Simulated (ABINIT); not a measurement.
# TePb (Fm-3m) in ABINIT: single point with PBE

Aim: the single point of TePb with PBE.

All numbers are computed with ABINIT 10.8.3 (patched build); they aren't measurements. Logs are shortened: lines on timing, memory, paths and dates and some standing lists are left out, and cuts for length are marked. The log counts tension as positive stress, the text compression.

## 1. Starting point

The structure is cubic, space group Fm-3m (No. 225). Conventional cell: a = 6.462 Å, b = 6.462 Å, c = 6.462 Å, α = 90.00°, β = 90.00°, γ = 90.00°. Pb (site symmetry m-3m) has 6 Te at 3.23 Å as nearest neighbours. Te (site symmetry m-3m) is surrounded by 6 Pb at 3.23 Å.

## 2. Single point, PBE

run.abi

```
# Pseudopotentials
pp_dirpath "./"
pseudos "Pb.upf, Te.upf"

# Structure
acell 8.6347709725 8.6347709725 8.6347709725
rprim
     0.0000000000     0.7071067812     0.7071067812
     0.7071067812     0.0000000000     0.7071067812
     0.7071067812     0.7071067812     0.0000000000
ntypat 2
znucl 82 52
natom 2
typat 1 2
xred
     0.0000000000     0.0000000000     0.0000000000
     0.5000000000     0.5000000000     0.5000000000

# Plane-wave basis
ecut 35.0

# k points
kptopt 1
ngkpt 5 5 5
nshiftk 1
shiftk 0.0 0.0 0.0

# Exchange and correlation
ixc 11

# Bands and occupations
nband 19
occopt 3
tsmear 0.00183747

# SCF cycle
nstep 100
tolvrs 1.0e-10

# Output
iomode 3
prtwf 0
prtden 0
prteig 0
prtebands 0
```

Potentials or basis: PseudoDojo NC SR PBE v0.4.1 standard.

Launch:

```bash
$ mpirun --bind-to none -np 4 abinit run.abi > log 2>&1
```

run.abo:

```text
.Version 10.8.3 of ABINIT
 Symmetries : space group Fm -3 m (#225); Bravais cF (face-center cubic)
================================================================================
 Values of the parameters that define the memory need of the present run
     intxc =       0    ionmov =       0      iscf =       7    lmnmax =       6
     lnmax =       6     mgfft =      48  mpssoang =       3    mqgrid =    3001
     natom =       2  nloc_mem =       1    nspden =       1   nspinor =       1
    nsppol =       1      nsym =      48    n1xccc =    2501    ntypat =       2
    occopt =       3   xclevel =       2
       mpw =        4536          nfft =      110592          nkpt =          10
================================================================================
================================================================================

--------------------------------------------------------------------------------
------------- Echo of variables that govern the present computation ------------
--------------------------------------------------------------------------------
 -outvars: echo values of preprocessed input variables --------
            acell      8.6347709725E+00  8.6347709725E+00  8.6347709725E+00 Bohr
              amu      2.07200000E+02  1.27600000E+02
             ecut      3.50000000E+01 Hartree
              ixc          11
         kptrlatt        5    0    0      0    5    0      0    0    5
          kptrlen      4.31738549E+01
            natom           2
            nband          19
            ngfft          48      48      48
             nkpt          10
            nstep         100
             nsym          48
           ntypat           2
           occopt           3
           prtden           0
        prtebands           0
           prteig           0
            prtwf           0
            rprim      0.0000000000E+00  7.0710678120E-01  7.0710678120E-01
                       7.0710678120E-01  0.0000000000E+00  7.0710678120E-01
                       7.0710678120E-01  7.0710678120E-01  0.0000000000E+00
          spgroup         225
           tolvrs      1.00000000E-10
           tsmear      1.83747000E-03 Hartree
            typat      1  2
           xangst      0.0000000000E+00  0.0000000000E+00  0.0000000000E+00
                       3.2309999979E+00  3.2309999979E+00  3.2309999979E+00
            xcart      0.0000000000E+00  0.0000000000E+00  0.0000000000E+00
                       6.1057051088E+00  6.1057051088E+00  6.1057051088E+00
             xred      0.0000000000E+00  0.0000000000E+00  0.0000000000E+00
                       5.0000000000E-01  5.0000000000E-01  5.0000000000E-01
            znucl       82.00000   52.00000

================================================================================

 chkinp: Checking input parameters for consistency.

================================================================================
== DATASET  1 ==================================================================

--- !DatasetInfo
iteration_state: {dtset: 1, }
dimensions: {natom: 2, nkpt: 10, mband: 19, nsppol: 1, nspinor: 1, nspden: 1, mpw: 4536, }
cutoff_energies: {ecut:  35.0, pawecutdg:  -1.0, }
electrons: {nelect:   3.00000000E+01, charge:   0.00000000E+00, occopt:   3.00000000E+00, tsmear:   1.83747000E-03, }
meta: {optdriver: 0, ionmov: 0, optcell: 0, iscf: 7, paral_kgb: 0, }
...

 Exchange-correlation functional for the present dataset will be:
  GGA: Perdew-Burke-Ernzerhof functional - ixc=11
  J.P.Perdew, K.Burke, M.Ernzerhof, PRL 77, 3865 (1996)

 Real(R)+Recip(G) space primitive vectors, cartesian coordinates (Bohr,Bohr^-1):
 R(1)=  0.0000000  6.1057051  6.1057051  G(1)= -0.0818906  0.0818906  0.0818906
 R(2)=  6.1057051  0.0000000  6.1057051  G(2)=  0.0818906 -0.0818906  0.0818906
 R(3)=  6.1057051  6.1057051  0.0000000  G(3)=  0.0818906  0.0818906 -0.0818906
 Unit cell volume ucvol=  4.5523691E+02 bohr^3
 Angles (23,13,12)=  6.00000000E+01  6.00000000E+01  6.00000000E+01 degrees

 getcut: wavevector=  0.0000  0.0000  0.0000  ngfft=  48  48  48
         ecut(hartree)=     35.000   => boxcut(ratio)=   2.08733

--- Pseudopotential description ------------------------------------------------
- pspini: atom type   1  psp file is ./Pb.upf
12 -101130 2 -1 1678                          pspcod,pspxc,lmax,lloc,mmax
     nproj     2     2     2

- pspini: atom type   2  psp file is ./Te.upf
12 -101130 2 -1 1294                          pspcod,pspxc,lmax,lloc,mmax
     nproj     2     2     2

   2.43728993E+03                                ecore*ucvol(ha*bohr**3)
--------------------------------------------------------------------------------

================================================================================

--- !BeginCycle
iteration_state: {dtset: 1, }
solver: {iscf: 7, nstep: 100, nline: 4, wfoptalg: 0, }
tolerances: {tolvrs: 1.00E-10, }
...

     iter   Etot(hartree)      deltaE(h)  residm     vres2
 ETOT  1  -174.91597286261    -1.749E+02 2.839E-01 9.487E+01
 ETOT  2  -175.26758444853    -3.516E-01 1.180E-02 2.045E+01
 ETOT  3  -175.27033736815    -2.753E-03 2.820E-03 9.409E-01
 ETOT  4  -175.27044027570    -1.029E-04 1.835E-03 2.653E-02
 ETOT  5  -175.27044135052    -1.075E-06 2.025E-04 5.189E-04
 ETOT  6  -175.27044138769    -3.717E-08 1.179E-04 3.206E-05
 ETOT  7  -175.27044139335    -5.655E-09 1.054E-05 1.136E-06
 ETOT  8  -175.27044139354    -1.892E-10 7.048E-06 1.164E-08
 ETOT  9  -175.27044139355    -1.091E-11 5.910E-07 3.641E-10
 ETOT 10  -175.27044139354     4.974E-12 4.448E-07 2.710E-12

 At SCF step   10       vres2   =  2.71E-12 < tolvrs=  1.00E-10 =>converged.

 Cartesian components of stress tensor (hartree/bohr^3)
  sigma(1 1)= -6.96288147E-05  sigma(3 2)=  0.00000000E+00
  sigma(2 2)= -6.96288147E-05  sigma(3 1)=  0.00000000E+00
  sigma(3 3)= -6.96288147E-05  sigma(2 1)=  0.00000000E+00

--- !ResultsGS
iteration_state: {dtset: 1, }
comment   : Summary of ground state results
lattice_vectors:
- [  0.0000000,   6.1057051,   6.1057051, ]
- [  6.1057051,   0.0000000,   6.1057051, ]
- [  6.1057051,   6.1057051,   0.0000000, ]
lattice_lengths: [   8.63477,    8.63477,    8.63477, ]
lattice_angles: [ 60.000,  60.000,  60.000, ] # degrees, (23, 13, 12)
lattice_volume:   4.5523691E+02
convergence: {deltae:  4.974E-12, res2:  2.710E-12, residm:  4.448E-07, diffor: null, }
etotal    :  -1.75270441E+02
entropy   :   0.00000000E+00
fermie    :   1.70511824E-01
cartesian_stress_tensor: # hartree/bohr^3
- [ -6.96288147E-05,   0.00000000E+00,   0.00000000E+00, ]
- [  0.00000000E+00,  -6.96288147E-05,   0.00000000E+00, ]
- [  0.00000000E+00,   0.00000000E+00,  -6.96288147E-05, ]
pressure_GPa:   2.0486E+00
xred      :
- [  0.0000E+00,   0.0000E+00,   0.0000E+00, Pb]
- [  5.0000E-01,   5.0000E-01,   5.0000E-01, Te]
cartesian_forces: # hartree/bohr
- [ -0.00000000E+00,  -0.00000000E+00,  -0.00000000E+00, ]
- [ -0.00000000E+00,  -0.00000000E+00,  -0.00000000E+00, ]
force_length_stats: {min:   0.00000000E+00, max:   0.00000000E+00, mean:   0.00000000E+00, }
...

 Integrated electronic density in atomic spheres:
 ------------------------------------------------
 Atom  Sphere_radius  Integrated_density
    1        2.00000         10.06122349
    2        2.00000         11.95162113
================================================================================

 ----iterations are completed or convergence reached----

 Mean square residual over all n,k,spin=   26.383E-10; max=  44.475E-08
 reduced coordinates (array xred) for    2 atoms
       0.000000000000      0.000000000000      0.000000000000
       0.500000000000      0.500000000000      0.500000000000
 rms dE/dt=  0.0000E+00; max dE/dt=  0.0000E+00; dE/dt below (all hartree)
    1       0.000000000000      0.000000000000      0.000000000000
    2       0.000000000000      0.000000000000      0.000000000000

 cartesian coordinates (angstrom) at end:
    1      0.00000000000000     0.00000000000000     0.00000000000000
    2      3.23099999785981     3.23099999785981     3.23099999785981

 cartesian forces (hartree/bohr) at end:
    1     -0.00000000000000    -0.00000000000000    -0.00000000000000
    2     -0.00000000000000    -0.00000000000000    -0.00000000000000
 frms,max,avg= 0.0000000E+00 0.0000000E+00   0.000E+00  0.000E+00  0.000E+00 h/b

 cartesian forces (eV/Angstrom) at end:
    1     -0.00000000000000    -0.00000000000000    -0.00000000000000
    2     -0.00000000000000    -0.00000000000000    -0.00000000000000
 frms,max,avg= 0.0000000E+00 0.0000000E+00   0.000E+00  0.000E+00  0.000E+00 e/A
 length scales=  8.634770972500  8.634770972500  8.634770972500 bohr
              =  4.569324016914  4.569324016914  4.569324016914 angstroms
 Fermi (or HOMO) energy (hartree) =   0.17051   Average Vxc (hartree)=  -0.35794
 Eigenvalues (hartree) for nkpt=  10  k points:
 kpt#   1, nband= 19, wtk=  0.00800, kpt=  0.0000  0.0000  0.0000 (reduced coord)
  -1.17691   -1.17691   -1.17673   -1.17673   -1.17673   -0.46074   -0.46074   -0.46048
  -0.46048   -0.46048   -0.28834   -0.05255    0.10426    0.10426    0.10426    0.30423
   0.30423    0.30423    0.36758
      occupation numbers for kpt#   1
   2.00000    2.00000    2.00000    2.00000    2.00000    2.00000    2.00000    2.00000
   2.00000    2.00000    2.00000    2.00000    2.00000    2.00000    2.00000    0.00000
   0.00000    0.00000    0.00000
 prteigrs : prtvol=0 or 1, do not print more k-points.

--- !EnergyTerms
iteration_state     : {dtset: 1, }
comment             : Components of total free energy in Hartree
kinetic             :  9.14982371605164E+01
hartree             :  4.09455496117744E+01
xc                  : -4.46291587723727E+01
Ewald energy        : -1.04842845514921E+02
psp_core            :  5.35389344923323E+00
local_psp           : -1.19713677505969E+02
non_local_psp       : -4.38824397710819E+01
internal            : -1.75270441342820E+02
'-kT*entropy'       : -5.07215507492695E-08
total_energy        : -1.75270441393542E+02
total_energy_eV     : -4.76935167826325E+03
band_energy         : -1.66299153126105E+01
...

 Cartesian components of stress tensor (hartree/bohr^3)
  sigma(1 1)= -6.96288147E-05  sigma(3 2)=  0.00000000E+00
  sigma(2 2)= -6.96288147E-05  sigma(3 1)=  0.00000000E+00
  sigma(3 3)= -6.96288147E-05  sigma(2 1)=  0.00000000E+00

-Cartesian components of stress tensor (GPa)         [Pressure=  2.0486E+00 GPa]
- sigma(1 1)= -2.04855046E+00  sigma(3 2)=  0.00000000E+00
- sigma(2 2)= -2.04855046E+00  sigma(3 1)=  0.00000000E+00
- sigma(3 3)= -2.04855046E+00  sigma(2 1)=  0.00000000E+00

== END DATASET(S) ==============================================================
================================================================================

 -outvars: echo values of variables after computation  --------
            acell      8.6347709725E+00  8.6347709725E+00  8.6347709725E+00 Bohr
           etotal     -1.7527044139E+02
            fcart     -0.0000000000E+00 -0.0000000000E+00 -0.0000000000E+00
                      -0.0000000000E+00 -0.0000000000E+00 -0.0000000000E+00
            rprim      0.0000000000E+00  7.0710678120E-01  7.0710678120E-01
                       7.0710678120E-01  0.0000000000E+00  7.0710678120E-01
                       7.0710678120E-01  7.0710678120E-01  0.0000000000E+00
           strten     -6.9628814730E-05 -6.9628814730E-05 -6.9628814730E-05
                       0.0000000000E+00  0.0000000000E+00  0.0000000000E+00
           xangst      0.0000000000E+00  0.0000000000E+00  0.0000000000E+00
                       3.2309999979E+00  3.2309999979E+00  3.2309999979E+00
             xred      0.0000000000E+00  0.0000000000E+00  0.0000000000E+00
                       5.0000000000E-01  5.0000000000E-01  5.0000000000E-01
 Calculation completed.
```

It took 9.2 s on 4 MPI ranks of Arm Neoverse V2, shared host; peak memory 0.36 GiB.

What came out:

| Property | Result |
| --- | --- |
| Free energy | -4769.3517 eV |
| Pressure | 2.0 GPa |
| Valence electrons inside the program's atomic spheres | Pb 10.06; Te 11.95 |

Levels at points of the mesh, in eV from the Fermi level:
```csv
k point,band 11,band 12,band 13,band 14,band 15,band 16,band 17,band 18,band 19
"(0.00, 0.00, 0.00)",-12.49,-6.07,-1.80,-1.80,-1.80,3.64,3.64,3.64,5.36
```

Caveat: this odd mesh misses L, where the gap lies, so gap, dielectric constants and Born charges aren't listed. Spin-orbit coupling is left out, which matters for the levels of Pb, Te.
